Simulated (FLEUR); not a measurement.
# Zn (Fm-3m) in FLEUR: single point with PBEsol

Aim: the single point of Zn with PBEsol.

Everything below comes from runs of FLEUR MaX-R8.1 (later development tree). Logs are shortened: lines on timing, memory, paths and dates and some standing lists are left out, and cuts for length are marked.

**1. The crystal as given**

The structure is cubic, space group Fm-3m (No. 225). The conventional cell has a = 3.648 Å, b = 3.648 Å, c = 3.648 Å, α = 90.00°, β = 90.00°, γ = 90.00°. Around Zn (site symmetry m-3m) lie 12 Zn at 2.58 Å.

This isn't the form of Zn at room conditions, which is hcp.

**2. Single point, PBEsol**

The input, inp.xml:

```xml
<?xml version="1.0" encoding="UTF-8" standalone="no"?>
<fleurInput fleurInputVersion="0.39">
   <comment>
      Zn                                                                                                  
   </comment>
   <calculationSetup>
      <cutoffs Kmax="4.34" Gmax="13.4" GmaxXC="13.4" numbands="0"/>
      <scfLoop itmax="60" minDistance="0.00001" maxIterBroyd="15" imix="Anderson" alpha="0.05" precondParam="0.0" spinf="2.0" sdNocoIR="T"/>
      <coreElectrons ctail="T" frcor="F" kcrel="0" coretail_lmax="0"/>
      <xcFunctional name="PBEs" relativisticCorrections="F"/>
      <magnetism jspins="1"/>
      <soc l_soc="F" theta="0.0" phi="0.0" spav="F"/>
      <expertModes spex="0" secvar="F"/>
      <geometryOptimization l_f="F" forcealpha="1.0" forcemix="BFGS" epsdisp="0.00001" epsforce="0.00001"/>
      <ldaU l_linMix="F" mixParam="0.05" spinf="1.0"/>
   </calculationSetup>
   <cell>
      <bzIntegration valenceElectrons="20.0" mode="hist" fermiSmearingEnergy="0.00183747">
         <kPointListSelection listName="default-1"/>
         <!-- k-points included here -->
         <xi:include xmlns:xi="http://www.w3.org/2001/XInclude" href="kpts.xml"> </xi:include>
      </bzIntegration>
      <!-- symmetry operations included here -->
      <xi:include xmlns:xi="http://www.w3.org/2001/XInclude" href="sym.xml"> </xi:include>
      <bulkLattice scale="1.0">
         <bravaisMatrix>
            <row-1>    0.0000000000000000     3.4467403939461421     3.4467403939461421</row-1>
            <row-2>    3.4467403939461421     0.0000000000000000     3.4467403939461421</row-2>
            <row-3>    3.4467403939461421     3.4467403939461421     0.0000000000000000</row-3>
         </bravaisMatrix>
      </bulkLattice>
   </cell>
   <atomSpecies>
      <species name="Zinc (Zn)" element="Zn" atomicNumber="30">
         <mtSphere radius="2.26" gridPoints="747" logIncrement="0.016"/>
         <atomicCutoffs lmax="9" lnonsphr="9"/>
         <electronConfig flipSpins="F">
            <coreConfig>(1s1/2) (2s1/2) (2p1/2) (2p3/2)</coreConfig>
            <valenceConfig>(3s1/2) (3p1/2) (3p3/2) (4s1/2) (3d3/2) (3d5/2)</valenceConfig>
         </electronConfig>
         <energyParameters s="4" p="4" d="3" f="4"/>
         <lo type="SCLO" l="0" n="3" eDeriv="0"/>
         <lo type="SCLO" l="1" n="3" eDeriv="0"/>
         <lo type="SCLO" l="1" n="3" eDeriv="1"/>
         <lo type="HELO" l="2" n="4" eDeriv="0"/>
         <lo type="HELO" l="2" n="4" eDeriv="1"/>
         <lo type="SCLO" l="3" n="4" eDeriv="2"/>
      </species>
   </atomSpecies>
   <atomGroups>
      <atomGroup species="Zinc (Zn)">
         <relPos label="                   1">.0000000000 .0000000000 .0000000000</relPos>
         <force calculate="T" relaxXYZ="TTT"/>
      </atomGroup>
   </atomGroups>
   <output dos="F" band="F" slice="F">
      <checks vchk="F" cdinf="F"/>
      <bandDOS minEnergy="-.5*Htr" maxEnergy="0.5*Htr" sigma="0.015" storeEVData="T"/>
      <vacuumDOS vacdos="F" integ="F" star="F" nstars="0" locx1="0.0" locy1="0.0" locx2="0.0" locy2="0.0" nstm="0" tworkf="0.0"/>
      <unfoldingBand unfoldBand="F" supercellX="1" supercellY="1" supercellZ="1"/>
      <plotting iplot="0" polar="F">
         <plot TwoD="T" vec1="  1.0  0.0  0.0" vec2="  0.0  1.0  0.0" vec3="  0.0  0.0  1.0" zero="  0.0  0.0  0.0" file="plot"/>
      </plotting>
      <chargeDensitySlicing numkpt="0" minEigenval="0.0" maxEigenval="0.0" nnne="0" pallst="F"/>
      <specialOutput eonly="F"/>
      <moessbauerParams electricFieldGradient="T" isomerShift="T" coreHyperfine="T" valenceHyperfine="T"/>
      <magneticCircularDichroism mcd="F" energyLo="-10.0" energyUp="0.0"/>
   </output>
  <!-- We include the file relax.xml here to enable relaxations (see documentation) -->
  <xi:include xmlns:xi="http://www.w3.org/2001/XInclude" href="relax.xml"> <xi:fallback/> </xi:include>
</fleurInput>
```

The input, crystal.txt:

```
Zn
&input cartesian=F /
0.0000000000  1.8239364684  1.8239364684
1.8239364684  0.0000000000  1.8239364684
1.8239364684  1.8239364684  0.0000000000
1.8897261246
1.0 1.0 1.0

1
30 0.0000000000  0.0000000000  0.0000000000

&kpt div1=12 div2=12 div3=12 gamma=T /
```

Potentials or basis: all-electron, FLAPW.

The run is started by

```sh
> inpgen -f crystal.txt -profile fastHighL
> # inp.xml edited to the form shown
> fleur_MPI
```

Log:

```text
Welcome to FLEUR        (www.flapw.de)
      MaX-Release 8.1          (www.max-centre.eu)

 ========== k-point set info ==========
 Selected k-point list: default-1
 k-point list type: mesh
 12 x 12 x 12
 Number of k points: 72

 ------------Calculation Setup---------------------------
 Number of MPI-tasks      :            1
 Number of PE/node        :            1
 Number of OMP-threads    :            1
 Most efficient MPI parallelization for:
           1           2           3           4           6           8           9          12          18          24          36          72
 Additional eigenvalue parallelization possible
 Number of basis functions:          167
 Approximate size of matrices (H+S) per k-point:         0.000 GB
 --------------------------------------------------------
 Iteration:     1   Distance:      14.55693706 me/bohr^3
 Iteration:     2   Distance:      11.76728371 me/bohr^3
 Iteration:     3   Distance:       4.59137163 me/bohr^3
 Iteration:     4   Distance:       4.32471916 me/bohr^3
 Iteration:     5   Distance:       2.95447144 me/bohr^3
 Iteration:     6   Distance:       0.13906929 me/bohr^3
 Iteration:     7   Distance:       0.35763568 me/bohr^3
 Iteration:     8   Distance:       0.00826688 me/bohr^3
 Iteration:     9   Distance:       0.00798115 me/bohr^3
 Iteration:    10   Distance:       0.00042750 me/bohr^3
 Iteration:    11   Distance:       0.00023956 me/bohr^3
 Iteration:    12   Distance:       0.00002096 me/bohr^3
 Iteration:    13   Distance:       0.00000090 me/bohr^3

 ********************************************************************
 Run finished successfully
 Stop message:
   all done
 ********************************************************************
```

out.xml (last iteration):

```text
<iteration numberForCurrentRun="   13" overallNumber="   13">
         <energyParameters units="Htr">
            <atomicEP atomType="1" spin="1" branch="4s" branchLowest="-4.28" branchHighest="1.44" value="0.1375717201"/>
            <atomicEP atomType="1" spin="1" branch="4p" branchLowest="-2.59" branchHighest="2.07" value="0.3000243061"/>
            <atomicEP atomType="1" spin="1" branch="3d" branchLowest="-9.99" branchHighest="0.15" value="0.0868363518"/>
            <atomicEP atomType="1" spin="1" branch="4f" branchLowest="-9.99" branchHighest="3.71" value="0.6338076828"/>
            <loAtomicEP atomType="1" spin="1" branch="3s" branchLowest="-42.06" branchHighest="-4.28" value="-4.2780615691"/>
            <loAtomicEP atomType="1" spin="1" branch="3p" branchLowest="-36.40" branchHighest="-2.59" value="-2.6004185659"/>
            <loAtomicEP atomType="1" spin="1" branch="3p" branchLowest="-36.40" branchHighest="-2.59" value="-2.6004185659"/>
            <heloAtomicEP atomType="1" spin="1" branch="4d" branchLowest="2.42" branchHighest="2.42" value="2.4192860492"/>
            <heloAtomicEP atomType="1" spin="1" branch="4d" branchLowest="2.42" branchHighest="2.42" value="2.4192860492"/>
            <loAtomicEP atomType="1" spin="1" branch="4f" branchLowest="-9.99" branchHighest="3.71" value="0.6338106568"/>
         </energyParameters>
         <eigenvalues>
            <eigenvaluesAt spin="1" ikpt="1" k_x="0.00000000" k_y="0.00000000" k_z="0.00000000">
                      -4.2783063969       -2.5981558491       -2.5981558491       -2.5981558491       -0.0755599447
                       0.0735745644        0.0735745644        0.0735745644        0.0950092097        0.0950092097
                       1.1151218367        1.1620832849        1.1620832849        1.1620832849        1.2452254799
                       1.2452254799
            </eigenvaluesAt>
            <eigenvaluesAt spin="1" ikpt="2" k_x="0.00000000" k_y="0.00000000" k_z="0.08333333">
                      -4.2782900373       -2.5982970788       -2.5981780202       -2.5981780202       -0.0665716566
                       0.0725028109        0.0748405474        0.0748405474        0.0946235067        0.0946235067
                       1.0132556072        1.1276927823        1.1323083691        1.1323083691        1.2895682503
                       1.2895682503
            </eigenvaluesAt>
            <eigenvaluesAt spin="1" ikpt="3" k_x="0.00000000" k_y="0.00000000" k_z="0.16666667">
                      -4.2782453540       -2.5986838041       -2.5982386385       -2.5982386385       -0.0406196198
                       0.0706674896        0.0773680084        0.0773680084        0.0945867358        0.0945867358
                       0.8474762756        1.0927804434        1.0927804434        1.1184237739        1.3470846604
                       1.3588515455
            </eigenvaluesAt>
            <eigenvaluesAt spin="1" ikpt="4" k_x="0.00000000" k_y="0.00000000" k_z="0.25000000">
                      -4.2781840987       -2.5992109574       -2.5983219073       -2.5983219073       -0.0034521002
                       0.0746878777        0.0779180473        0.0779180473        0.0976605548        0.0976605548
                       0.6894276419        1.0634185857        1.0634185857        1.1019905336        1.2831325483
                       1.2831325483
            </eigenvaluesAt>
         </eigenvalues>
         <bandgap value="0.1652411886" units="eV"/>
         <sumValenceSingleParticleEnergies value="-22.9514178928" units="Htr"/>
         <FermiEnergy value="0.3824471513" units="Htr"/>
         <valenceDensity>
            <mtCharges spin="1">
               <mtCharge atomType="1" total="18.8501371" s="2.5833864" p="6.5552707" d="9.6943219" f="0.0137644"/>
            </mtCharges>
            <spinDependentCharge spin="1" total="20.0000000" interstitial="1.1498629" mtSpheres="18.8501371"/>
            <totalCharge value="20.0000000002"/>
         </valenceDensity>
         <coreStates atomType="     1" atomicNumber=" 30" spin="1" kinEnergy="   1575.5996132055" eigValSum="  -1001.0136929047" lostElectrons=" 0.000000">
            <state n="1" l="0" j="0.5" energy="-349.2047147268" weight="1.0000000000"/>
            <state n="2" l="0" j="0.5" energy="-42.0609503789" weight="1.0000000000"/>
            <state n="2" l="1" j="0.5" energy="-36.9977805863" weight="1.0000000000"/>
            <state n="2" l="1" j="1.5" energy="-36.1217003802" weight="2.0000000000"/>
         </coreStates>
         <allElectronCharges>
            <spinDependentCharge spin="1" total="30.0000000" interstitial="1.1498629" mtSpheres="28.8501371"/>
            <totalCharge value="30.0000000006"/>
         </allElectronCharges>
         <moessbauerParams unitsHFF="kG" unitsIS="e/bohr^3" unitsEFG="Htr/bohr^2">
            <coreIsomerShift atomType="1" isTotal="24822.88903">
               <shell n="1" l="0" isomerShift="22582.00835"/>
               <shell n="2" l="0" isomerShift="2223.99903"/>
               <shell n="2" l="1" isomerShift="16.88166"/>
            </coreIsomerShift>
            <isomerShift atomType="1" nucleusRadius="0.0000952" averageDensity="25166.20019"/>
            <electricFieldGradient atomType="1" VXX="0.00000" VYY="0.00000" VZZ="0.00000" asymParam="0.00000">
            </electricFieldGradient>
         </moessbauerParams>
         <totalEnergy                                    value="    -1794.7106454765" units="Htr">
            <sumOfEigenvalues                            value="    -1023.9651107975">
               <coreElectrons value="-1001.0136929047"/>
               <valenceElectrons value="-22.9514178928"/>
            </sumOfEigenvalues>
            <densityCoulombPotentialIntegral value="-2759.4263913799"/>
            <densityEffectivePotentialIntegral value="-2851.5850796119"/>
            <chargeDenXCDenIntegral value="-70.2867410842"/>
            <FockExchangeEnergyValence value="0.0000000000"/>
            <FockExchangeEnergyCore value="0.0000000000"/>
            <atomTypeDependentContributions atomType="1">
               <electronNucleiInteractionDifferentMTs value="2160.1667755108"/>
               <MadelungTerm value="-12.1639020058"/>
            </atomTypeDependentContributions>
            <tkbTimesEntropy value="0.0000544918"/>
            <freeEnergy value="-1794.7106999683"/>
            <extrapolationTo0K value="-1794.7106727224"/>
         </totalEnergy>
         <densityConvergence units="me/bohr^3">
            <chargeDensity spin="1" distance="0.0000009013"/>
         </densityConvergence>
      </iteration>
```

Run time: 15 s. Hardware: 1 thread of Intel Xeon Platinum 8259CL at 2.50GHz (Skylake/Cascade Lake), shared host; peak memory 0.06 GiB.

What came out:

```yaml
Free_energy: -48836.5661 eV
Band_gap_on_the_k_mesh: none (metal or under the smearing width)
Valence_electrons_inside_the_program's_atomic_spheres: Zn 18.85 (radii Zn 2.26 bohr)
```

Levels at points of the mesh, in eV from the Fermi level:
```
           k point  band 7  band 8  band 9  band 10  band 11  band 12  band 13  band 14
(0.00, 0.00, 0.00)   -8.40   -8.40   -7.82    -7.82    19.94    21.21    21.21    21.21
(0.00, 0.00, 0.50)   -8.42   -7.40   -7.40    -4.10    -1.07    17.78    17.78    18.43
(0.00, 0.50, 0.50)   -7.42   -7.29   -7.29    -1.79     2.49     9.38     9.38    13.40
```

Core levels (eV from the Fermi level):
| atom | levels |
| --- | --- |
| 1 Zn | 1s1/2 -9512.8, 2s1/2 -1154.9, 2p1/2 -1017.2, 2p3/2 -993.3 |
